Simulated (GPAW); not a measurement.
A run of GPAW 26.7.0:

The input run.py:

```python
import numpy as np
from ase import Atoms
from ase.dft.bandgap import bandgap
from ase.io import write
from gpaw import GPAW, PW
from gpaw.response.df import DielectricFunction

atoms = Atoms(['Ta'],
              cell=[[-1.6836662614, 1.6836662614, 1.6836662614],
                    [1.6836662614, -1.6836662614, 1.6836662614],
                    [1.6836662614, 1.6836662614, -1.6836662614]],
              scaled_positions=[[0.0, 0.0, 0.0]],
              pbc=True)

calc = GPAW(mode=PW(450),
            xc='LDA',
            kpts={'size': (9, 9, 9), 'gamma': True},
            occupations={'name': 'fermi-dirac', 'width': 0.05},
            nbands=15,
            convergence={'density': 1e-06},
            maxiter=150,
            txt='gpaw.txt')
atoms.calc = calc
energy = atoms.get_potential_energy()
calc.write('gs.gpw')
write('result.traj', atoms)
print(f'Energy: {energy:.6f} eV')
print('Fermi level:', round(calc.get_fermi_level(), 4), 'eV')
print(f'Gap: {bandgap(calc)[0]:.4f} eV, direct: {bandgap(calc, direct=True)[0]:.4f} eV')

dense = calc.fixed_density(kpts={'size': (28, 28, 28), 'gamma': True},
                           nbands=29, convergence={'bands': 23, 'eigenstates': 1e-7},
                           update_fermi_level=True, txt='dense.txt')
dense.write('dense.gpw', mode='all')

df = DielectricFunction('dense.gpw', frequencies={'type': 'nonlinear', 'domega0': 0.05, 'omega2': 10},
                        eta=0.2, ecut=50, nbands=23, txt='df.txt')
for i, q_c in enumerate([[0.1428571429, 0.1428571429, 0.1428571429], [0.1785714286, 0.1785714286, 0.1785714286]]):
    eels0, eels = df.get_eels_spectrum(xc='RPA', q_c=q_c, filename=f'eels_{i}.csv')
    q = np.linalg.norm(2 * np.pi * np.array(q_c) @ atoms.cell.reciprocal())
    w = df.get_frequencies()
    print(f'|q| = {q:.4f} 1/A: loss peak at {w[eels[w < 45].argmax()]:.3f} eV (below 45 eV)')
```

Potentials or basis: the program's PAW data sets (release 1.2.1) made for this functional, pw.

Run with:

```sh
$ OMP_NUM_THREADS=1 python run.py
```

Hardware: 1 thread of Arm Neoverse V1, with other jobs on the host.

How long does it take, and how much memory?

Run time: 3.4 min on 1 thread of Arm Neoverse V1, on a shared host, peak memory 0.41 GiB. Counts: scf iterations 17, plane waves 426, bands 15, k points 35.
